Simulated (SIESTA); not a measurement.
Fe under changes of volume

One of the cells (12.019 Å³/atom); the others are scaled copies at fixed shape and fractional positions:

```xyz
1
Lattice="-1.4430 1.4430 1.4430 1.4430 -1.4430 1.4430 1.4430 1.4430 -1.4430" Properties=species:S:1:pos:R:3 pbc="T T T"
Fe    0.0000    0.0000    0.0000
```

- Program: SIESTA 5.4.2
- Functional: PBEsol
- Potentials or basis: PseudoDojo 0.4 standard (PBEsol files)
- Basis: DZP (energy shift 0.003 Ry; two zetas on semicore shells)
- Grid cutoff: 800 Ry
- Energy shift: 0.003 Ry
- k mesh: 9 × 9 × 9
- Occupations: fermi-dirac, width 0.05 eV
- Spin: collinear spin, ferromagnetic start
- Starting moments: [3.0] μB

| volume (Å³/atom) | energy over the lowest point (meV/atom) | pressure (GPa) | moment (μB per cell) |
| --- | --- | --- | --- |
| 11.298 | 0.00 | -10.6 | 2.12 |
| 11.538 | 19.19 | -13.2 | 2.20 |
| 11.778 | ? | ? | ? |
| 12.019 | 61.71 | -15.6 | 2.44 |
| 12.259 | 85.55 | -16.7 | 2.52 |
| 12.499 | 111.26 | -18.6 | 2.56 |
| 12.740 | 140.91 | -21.2 | 2.58 |

**Question.** What does the run at 11.778 Å³/atom give?

**Answer.** Energy over the lowest point 40.05 meV/atom; pressure -14.1 GPa; moment 2.33 μB per cell.

Worked out: A Birch-Murnaghan fit of order 3 (a polynomial in V^(-2/3)) to the other rows has no minimum within the range. It gives 39.67 meV/atom at 11.778 Å³/atom, against the run's 40.05, and -dE/dV = -14.0 GPa, against -14.1. A parabola through the other rows of the moment, of slope 0.423 μB per Å³/atom there, gives 2.34 μB, against the run's 2.33.

Energies are extrapolated to zero smearing.

Caveats: short orbitals over semicore shells can move pressures by several GPa; the basis of atomic orbitals isn't converged, which shifts pressures, moduli and gaps.
